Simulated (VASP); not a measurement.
# 2H-MoS2 monolayer under biaxial strain, part 5 of 7

How do the gap and the band positions of 2H-MoS2 monolayer follow biaxial strain?

VASP 6.6.1, plane waves and PAW; the level of theory is named at each step.

So far. Step 9 (Strained, atoms relaxed, biaxial strain -0.02): The run ended after 3 ionic steps, 0.010 eV below its first step, once the forces on the free atoms met EDIFFG = -0.015.

**11. Strained, atoms relaxed, biaxial strain -0.01**

This step: PBE with D3(BJ), no spin polarisation; plane waves and PAW (Mo, S) (VASP 6.6.1).

Input file INCAR:

```
SYSTEM = MoS2
PREC = Normal
ENCUT = 350
EDIFF = 1E-06
NELM = 120
ISMEAR = 0
SIGMA = 0.03
LREAL = .FALSE.
ALGO = Fast
GGA = PE
IVDW = 12
NBANDS = 15
LASPH = .TRUE.
LORBIT = 11
LWAVE = .FALSE.
LCHARG = .FALSE.
KPAR = 4
IBRION = 2
NSW = 30
ISIF = 2
EDIFFG = -0.015
POTIM = 0.4
MAXMIX = 40
IDIPOL = 3
LDIPOL = .TRUE.
DIPOL = 0.5 0.5 0.5
```

Input file POSCAR:

```
MoS2
1.0
    3.1195573182      0.0000000000      0.0000000000
   -1.5597786591      2.7016158861      0.0000000000
    0.0000000000      0.0000000000     22.0000000000
Mo S
1 2
Direct
    0.3333333333      0.6666666667      0.5000000000
    0.6666666667      0.3333333333      0.4286452982
    0.6666666667      0.3333333333      0.5713547018
```

Input file KPOINTS:

```
Automatic mesh
0
Gamma
12 12 1
0 0 0
```

PAW data sets: Mo and S (PBE family, release 64).

Started as:

```bash
$ mpirun -np 4 vasp_std
```

What it wrote:

```text
[... set-up lines as in an earlier step ...]
 entering main loop
       N       E                     dE             d eps       ncg     rms          rms(c)
DAV:   1     0.114458377589E+03    0.11446E+03   -0.52174E+03   570   0.652E+02
DAV:   2    -0.117716745836E+02   -0.12623E+03   -0.11931E+03   965   0.162E+02
DAV:   3    -0.230143197872E+02   -0.11243E+02   -0.11102E+02   731   0.597E+01
DAV:   4    -0.232379052441E+02   -0.22359E+00   -0.22312E+00   724   0.990E+00
[...]
RMM:  19    -0.217548161736E+02   -0.13178E-04   -0.74582E-07   407   0.457E-03    0.212E-03
RMM:  20    -0.217548181023E+02   -0.19287E-05   -0.31779E-07   391   0.307E-03    0.459E-04
RMM:  21    -0.217548185510E+02   -0.44865E-06   -0.51561E-08   268   0.151E-03
   1 F= -.22734540E+02 E0= -.22734540E+02  d E =-.227345E+02
[...]
N       E                     dE             d eps       ncg     rms          rms(c)
DAV:   1    -0.217583658023E+02   -0.35477E-02   -0.14769E-01   745   0.211E+00    0.357E-01
[...]
RMM:   6    -0.217588436032E+02   -0.25419E-04   -0.29966E-05   619   0.352E-02    0.150E-02
RMM:   7    -0.217588487321E+02   -0.51289E-05   -0.45052E-06   469   0.133E-02    0.998E-03
RMM:   8    -0.217588503657E+02   -0.16336E-05   -0.39164E-06   515   0.108E-02    0.221E-03
RMM:   9    -0.217588507452E+02   -0.37951E-06   -0.11426E-06   373   0.617E-03
   2 F= -.22736770E+02 E0= -.22736770E+02  d E =-.223037E-02
 trial-energy change:   -0.002230  1 .order   -0.002262   -0.003656   -0.000868
 step:   1.3424(harm=  1.3113)  dis= 0.01127  next Energy=   -22.736917 (dE=-0.238E-02)
[...]
N       E                     dE             d eps       ncg     rms          rms(c)
DAV:   1    -0.217595328940E+02   -0.68253E-03   -0.17207E-02   696   0.718E-01    0.123E-01
RMM:   2    -0.217595700484E+02   -0.37154E-04   -0.63894E-04   571   0.193E-01    0.272E-02
RMM:   3    -0.217595830934E+02   -0.13045E-04   -0.13184E-04   587   0.774E-02    0.161E-02
RMM:   4    -0.217595859352E+02   -0.28418E-05   -0.24466E-05   573   0.346E-02    0.943E-03
RMM:   5    -0.217595857695E+02    0.16564E-06   -0.42666E-06   454   0.155E-02
   3 F= -.22736888E+02 E0= -.22736888E+02  d E =-.234840E-02
[...]
reached required accuracy - stopping structural energy minimisation
```

Run time: 16 s. Hardware: 4 MPI ranks of AMD EPYC 7R43, shared host; peak memory 0.63 GiB; 61 s of CPU time.

OUTCAR, selected parts (step 11):

```text
 Edisp (eV)   -0.97792

 Edisp (eV)   -0.97730

  Total       0.91107     0.91107    -0.09327     0.00000     0.00000     0.00000
  in kB       7.87271     7.87271    -0.80597     0.00000     0.00000     0.00000
  external pressure =        4.98 kB  Pullay stress =        0.00 kB

 POSITION                                       TOTAL-FORCE (eV/Angst)
 -----------------------------------------------------------------------------------
     -0.00000      1.80108     11.00000        -0.000000      0.000000      0.000000
      1.55978      0.90054      9.41892        -0.000000      0.000000      0.007679
      1.55978      0.90054     12.58108         0.000000     -0.000000     -0.007679
 -----------------------------------------------------------------------------------
    total drift:                                0.000006     -0.000003      0.000000

  FREE ENERGIE OF THE ION-ELECTRON SYSTEM (eV)
  ---------------------------------------------------
  free  energy   TOTEN  =       -22.7368881386 eV

  energy  without entropy=      -22.7368881386  energy(sigma->0) =      -22.73688814

[... 2 parts as in an earlier step ...]

[... 2 further parts left out ...]
[key lines of the parts left out:]
E-fermi :  -2.4908
```

Step by step:

| step | energy less that of the first step (eV) | largest force (eV/Å) |
| --- | --- | --- |
| 1 | 0.0000 | 0.2176 |
| 2 | -0.0022 | 0.0517 |
| 3 | -0.0023 | 0.0077 |

The atoms that moved most (Å):

| atom | dx | dy | dz | length |
| --- | --- | --- | --- | --- |
| S2 | 0.000 | 0.000 | -0.011 | 0.011 |
| S3 | 0.000 | 0.000 | 0.011 | 0.011 |

The relaxed structure:

```cif
data_structure
_symmetry_space_group_name_H-M 'P 1'
_symmetry_Int_Tables_number 1
_cell_length_a 3.1196
_cell_length_b 3.1196
_cell_length_c 22.0000
_cell_angle_alpha 90.000
_cell_angle_beta 90.000
_cell_angle_gamma 120.000
_cell_volume 185.41
loop_
_atom_site_label
_atom_site_type_symbol
_atom_site_fract_x
_atom_site_fract_y
_atom_site_fract_z
_atom_site_occupancy
Mo1 Mo 0.33333 0.66667 0.50000 1
S2 S 0.66667 0.33333 0.42813 1
S3 S 0.66667 0.33333 0.57187 1
```

The run ended after 3 ionic steps, 0.002 eV below its first step, once the forces on the free atoms met EDIFFG = -0.015.

**12. Strained, levels with spin-orbit coupling, biaxial strain -0.01**

This step: PBE with D3(BJ), spin-orbit coupling, no spin polarisation; plane waves and PAW (Mo, S) (VASP 6.6.1).

Input file INCAR:

```
SYSTEM = MoS2
PREC = Normal
ENCUT = 350
EDIFF = 1E-06
NELM = 120
ISMEAR = 0
SIGMA = 0.03
LREAL = .FALSE.
ALGO = Fast
GGA = PE
IVDW = 12
LNONCOLLINEAR = .TRUE.
MAGMOM = 0 0 0 0 0 0 0 0 0
NBANDS = 30
GGA_COMPAT = .FALSE.
LASPH = .TRUE.
LSORBIT = .TRUE.
LMAXMIX = 4
LWAVE = .FALSE.
LCHARG = .FALSE.
KPAR = 4
IDIPOL = 3
LDIPOL = .TRUE.
DIPOL = 0.5 0.5 0.5
LVHAR = .TRUE.
LVACPOTAV = .TRUE.
```

Input file POSCAR:

```
MoS2
1.0
    3.1195573182      0.0000000000      0.0000000000
   -1.5597786591      2.7016158861      0.0000000000
    0.0000000000      0.0000000000     22.0000000000
Mo S
1 2
Direct
    0.3333333333      0.6666666667      0.5000000000
    0.6666666667      0.3333333333      0.4281328021
    0.6666666667      0.3333333333      0.5718671979
```

KPOINTS is that of step 11.

Input file KPOINTS_OPT:

```
Line mode
14
Line-mode
Reciprocal
  0.00000000   0.00000000   0.00000000 GAMMA
  0.50000000   0.00000000   0.00000000 M

  0.50000000   0.00000000   0.00000000 M
  0.33333333   0.33333333   0.00000000 K

  0.33333333   0.33333333   0.00000000 K
  0.00000000   0.00000000   0.00000000 GAMMA
```

Started as:

```bash
$ mpirun -np 4 vasp_ncl
```

What it wrote:

```text
[... set-up lines as in an earlier step ...]
 entering main loop
       N       E                     dE             d eps       ncg     rms          rms(c)
DAV:   1     0.117624572794E+03    0.11762E+03   -0.51158E+03  1892   0.657E+02
DAV:   2    -0.869245731887E+01   -0.12632E+03   -0.11981E+03  2828   0.171E+02
DAV:   3    -0.229490425295E+02   -0.14257E+02   -0.14081E+02  2470   0.652E+01
DAV:   4    -0.232642500994E+02   -0.31521E+00   -0.31427E+00  2256   0.117E+01
[...]
RMM:  21    -0.217753545863E+02   -0.27415E-05   -0.25943E-07  1456   0.322E-03    0.264E-03
RMM:  22    -0.217753598153E+02   -0.52289E-05   -0.69523E-07  1622   0.387E-03    0.616E-04
RMM:  23    -0.217753602538E+02   -0.43857E-06   -0.90863E-08  1225   0.204E-03
 [... a notice as in an earlier step ...]

   1 F= -.22752663E+02 E0= -.22752663E+02  d E =-.207716E-12  mag=     0.0000     0.0000    -0.0000
 Start KPOINTS_OPT (optional k-point list driver)
k-point batch [1-31\42]
       N       E                     dE             ncg
DAV:   1    -0.845832277841E+02   -0.13585E+05     1884
DAV:   2    -0.393453868628E+04   -0.38500E+04     2832
DAV:   3    -0.433372593605E+04   -0.39919E+03     2410
DAV:   4    -0.434225854915E+04   -0.85326E+01     2320
DAV:   5    -0.434244194121E+04   -0.18339E+00     2398
DAV:   6    -0.434244849501E+04   -0.65538E-02     2398
DAV:   7    -0.434244875644E+04   -0.26142E-03     2476
DAV:   8    -0.434244876813E+04   -0.11692E-04     2212
DAV:   9    -0.434244876859E+04   -0.46274E-06     1620
k-point batch [32-42\42]
       N       E                     dE             ncg
DAV:   1     0.116046609187E+05   -0.24810E+04      676
DAV:   2     0.103898204079E+05   -0.12148E+04     1000
DAV:   3     0.102405540569E+05   -0.14927E+03      880
DAV:   4     0.102365865542E+05   -0.39675E+01      882
DAV:   5     0.102365086031E+05   -0.77951E-01      766
DAV:   6     0.102365052410E+05   -0.33621E-02      886
DAV:   7     0.102365050983E+05   -0.14276E-03      828
DAV:   8     0.102365050902E+05   -0.80630E-05      790
DAV:   9     0.102365050900E+05   -0.26447E-06      574
```

Elapsed: 82 s, on 4 MPI ranks; peak memory 1.6 GiB.

Parts of OUTCAR (step 12):

```text
 Edisp (eV)   -0.97730

  Total       0.91149     0.91149    -0.08998     0.00000     0.00000     0.00000
  in kB       7.87636     7.87636    -0.77749     0.00000     0.00000     0.00000
  external pressure =        4.99 kB  Pullay stress =        0.00 kB

 POSITION                                       TOTAL-FORCE (eV/Angst)
 -----------------------------------------------------------------------------------
     -0.00000      1.80108     11.00000        -0.000000      0.000000      0.000000
      1.55978      0.90054      9.41892        -0.000000     -0.000000      0.005953
      1.55978      0.90054     12.58108         0.000000     -0.000000     -0.005953
 -----------------------------------------------------------------------------------
    total drift:                                0.000005     -0.000003      0.000000

  FREE ENERGIE OF THE ION-ELECTRON SYSTEM (eV)
  ---------------------------------------------------
  free  energy   TOTEN  =       -22.7526626232 eV

  energy  without entropy=      -22.7526626232  energy(sigma->0) =      -22.75266262

[... 2 parts as in an earlier step ...]

[... 1 further part left out ...]
[key lines of the parts left out:]
E-fermi :  -2.4562
```

On-site spin-orbit energy by atom:

| atom | on-site spin-orbit energy (eV) |
| --- | --- |
| Mo1 | -0.0272 |
| S2 | -0.0022 |
| S3 | -0.0022 |

**13. Strained, atoms relaxed, biaxial strain 0**

This step: PBE with D3(BJ), no spin polarisation; plane waves and PAW (Mo, S) (VASP 6.6.1).

Input file INCAR:

```
SYSTEM = MoS2
PREC = Normal
ENCUT = 350
EDIFF = 1E-06
NELM = 120
ISMEAR = 0
SIGMA = 0.03
LREAL = .FALSE.
ALGO = Fast
GGA = PE
IVDW = 12
NBANDS = 15
LASPH = .TRUE.
LORBIT = 11
LWAVE = .FALSE.
LCHARG = .FALSE.
KPAR = 4
IBRION = 2
NSW = 30
ISIF = 2
EDIFFG = -0.015
POTIM = 0.4
MAXMIX = 40
IDIPOL = 3
LDIPOL = .TRUE.
DIPOL = 0.5 0.5 0.5
```

Input file POSCAR:

```
MoS2
1.0
    3.1510679982      0.0000000000      0.0000000000
   -1.5755339991      2.7289049355      0.0000000000
    0.0000000000      0.0000000000     22.0000000000
Mo S
1 2
Direct
    0.3333333333      0.6666666667      0.5000000000
    0.6666666667      0.3333333333      0.4286452982
    0.6666666667      0.3333333333      0.5713547018
```

KPOINTS is that of step 12.

Started as:

```bash
$ mpirun -np 4 vasp_std
```

What it wrote:

```text
[... set-up lines as in an earlier step ...]
 entering main loop
       N       E                     dE             d eps       ncg     rms          rms(c)
[... 5 cycles as in an earlier step ...]
RMM:   6    -0.221472143300E+02    0.11833E+01   -0.41865E+00   570   0.109E+01    0.880E+00
RMM:   7    -0.219188499276E+02    0.22836E+00   -0.11024E+00   570   0.644E+00    0.713E+00
RMM:   8    -0.217992141882E+02    0.11964E+00   -0.64410E-01   570   0.472E+00    0.153E+00
RMM:   9    -0.217871531251E+02    0.12061E-01   -0.74778E-02   570   0.229E+00    0.545E-01
[...]
RMM:  19    -0.217877198657E+02   -0.10706E-04   -0.53847E-07   402   0.449E-03    0.225E-03
RMM:  20    -0.217877223828E+02   -0.25171E-05   -0.25394E-07   390   0.280E-03    0.612E-04
RMM:  21    -0.217877230516E+02   -0.66882E-06   -0.52391E-08   267   0.146E-03
   1 F= -.22747167E+02 E0= -.22747167E+02  d E =-.227472E+02
[...]
reached required accuracy - stopping structural energy minimisation
```

The job ended after 10 s (4 MPI ranks; peak memory 0.57 GiB).

From OUTCAR (step 13):

```text
 Edisp (eV)   -0.95944

  Total      -0.02575    -0.02575    -0.09225     0.00000     0.00000     0.00000
  in kB      -0.21805    -0.21805    -0.78130     0.00000     0.00000     0.00000
  external pressure =       -0.41 kB  Pullay stress =        0.00 kB

 POSITION                                       TOTAL-FORCE (eV/Angst)
 -----------------------------------------------------------------------------------
     -0.00000      1.81927     11.00000        -0.000000      0.000000      0.000000
      1.57553      0.90963      9.43020         0.000000      0.000000      0.006502
      1.57553      0.90963     12.56980        -0.000000     -0.000000     -0.006502
 -----------------------------------------------------------------------------------
    total drift:                                0.000004     -0.000003      0.000000

  FREE ENERGIE OF THE ION-ELECTRON SYSTEM (eV)
  ---------------------------------------------------
  free  energy   TOTEN  =       -22.7471668848 eV

  energy  without entropy=      -22.7471668848  energy(sigma->0) =      -22.74716688

[... 3 parts as in an earlier step ...]

[... 1 further part left out ...]
[key lines of the parts left out:]
E-fermi :  -2.6235
```

The start already met the threshold, so nothing moved, which says little where the restoring forces are soft.

**14. Strained, levels with spin-orbit coupling, biaxial strain 0**

This step: PBE with D3(BJ), spin-orbit coupling, no spin polarisation; plane waves and PAW (Mo, S) (VASP 6.6.1).

Input file INCAR:

```
SYSTEM = MoS2
PREC = Normal
ENCUT = 350
EDIFF = 1E-06
NELM = 120
ISMEAR = 0
SIGMA = 0.03
LREAL = .FALSE.
ALGO = Fast
GGA = PE
IVDW = 12
LNONCOLLINEAR = .TRUE.
MAGMOM = 0 0 0 0 0 0 0 0 0
NBANDS = 30
GGA_COMPAT = .FALSE.
LASPH = .TRUE.
LSORBIT = .TRUE.
LMAXMIX = 4
LWAVE = .FALSE.
LCHARG = .FALSE.
KPAR = 4
IDIPOL = 3
LDIPOL = .TRUE.
DIPOL = 0.5 0.5 0.5
LVHAR = .TRUE.
LVACPOTAV = .TRUE.
```

POSCAR is that of step 13.

KPOINTS is that of step 13.

KPOINTS_OPT is that of step 12.

Started as:

```bash
$ mpirun -np 4 vasp_ncl
```

What it wrote:

```text
[... set-up lines as in an earlier step ...]
 entering main loop
       N       E                     dE             d eps       ncg     rms          rms(c)
DAV:   1     0.116926875285E+03    0.11693E+03   -0.50694E+03  1884   0.654E+02
DAV:   2    -0.845922254037E+01   -0.12539E+03   -0.11802E+03  2776   0.168E+02
DAV:   3    -0.229864965652E+02   -0.14527E+02   -0.14337E+02  2468   0.657E+01
DAV:   4    -0.233349113110E+02   -0.34841E+00   -0.34684E+00  2360   0.121E+01
[...]
RMM:  21    -0.218034825896E+02   -0.26855E-05   -0.28768E-07  1455   0.344E-03    0.271E-03
RMM:  22    -0.218034877968E+02   -0.52072E-05   -0.72840E-07  1639   0.397E-03    0.597E-04
RMM:  23    -0.218034883320E+02   -0.53516E-06   -0.93523E-08  1219   0.208E-03
 [... a notice as in an earlier step ...]

   1 F= -.22762932E+02 E0= -.22762932E+02  d E =-.654035E-17  mag=    -0.0000     0.0000    -0.0000
 Start KPOINTS_OPT (optional k-point list driver)
k-point batch [1-31\42]
       N       E                     dE             ncg
DAV:   1    -0.758987548381E+02   -0.13455E+05     1868
DAV:   2    -0.395405080026E+04   -0.38782E+04     2842
DAV:   3    -0.436365363653E+04   -0.40960E+03     2410
DAV:   4    -0.437233892608E+04   -0.86853E+01     2280
DAV:   5    -0.437255194871E+04   -0.21302E+00     2410
DAV:   6    -0.437255902309E+04   -0.70744E-02     2388
DAV:   7    -0.437255929035E+04   -0.26726E-03     2484
DAV:   8    -0.437255930378E+04   -0.13425E-04     2214
DAV:   9    -0.437255930444E+04   -0.66351E-06     1574
k-point batch [32-42\42]
       N       E                     dE             ncg
DAV:   1     0.113535238038E+05   -0.23884E+04      676
DAV:   2     0.101396187030E+05   -0.12139E+04      986
DAV:   3     0.998407048608E+04   -0.15555E+03      874
DAV:   4     0.997969885751E+04   -0.43716E+01      836
DAV:   5     0.997958505907E+04   -0.11380E+00      812
DAV:   6     0.997958117978E+04   -0.38793E-02      862
DAV:   7     0.997958103565E+04   -0.14413E-03      832
DAV:   8     0.997958102765E+04   -0.80055E-05      800
DAV:   9     0.997958102723E+04   -0.41535E-06      584
```

Wall time 79 s (4 MPI ranks); peak memory 1.6 GiB.

OUTCAR, selected parts (step 14):

```text
 Edisp (eV)   -0.95944

  Total      -0.02589    -0.02589    -0.09021     0.00000     0.00000     0.00000
  in kB      -0.21927    -0.21927    -0.76397     0.00000     0.00000     0.00000
  external pressure =       -0.40 kB  Pullay stress =        0.00 kB

 POSITION                                       TOTAL-FORCE (eV/Angst)
 -----------------------------------------------------------------------------------
     -0.00000      1.81927     11.00000         0.000000     -0.000000      0.000000
      1.57553      0.90963      9.43020        -0.000000      0.000000      0.005682
      1.57553      0.90963     12.56980        -0.000000      0.000000     -0.005682
 -----------------------------------------------------------------------------------
    total drift:                                0.000003     -0.000001      0.000000

  FREE ENERGIE OF THE ION-ELECTRON SYSTEM (eV)
  ---------------------------------------------------
  free  energy   TOTEN  =       -22.7629321652 eV

  energy  without entropy=      -22.7629321652  energy(sigma->0) =      -22.76293217

[... 2 parts as in an earlier step ...]

[... 1 further part left out ...]
[key lines of the parts left out:]
E-fermi :  -2.5273
```

(Continued in part 6 of 7.)

[Lines on the potential files, build, host, timing and source positions are cut from VASP's logs without a mark.]

[Logs are printed without paths, hosts, clocks, repeated set-up lines and the standing remarks that a program may print on its own settings, such as how far it seeks lower states.]

[Hosts, paths, dates, database ids (printed as entryN), source tags and the programs' standing remarks are cut or masked in the printed files.]

[Runs that stopped without an error message from VASP are left out.]
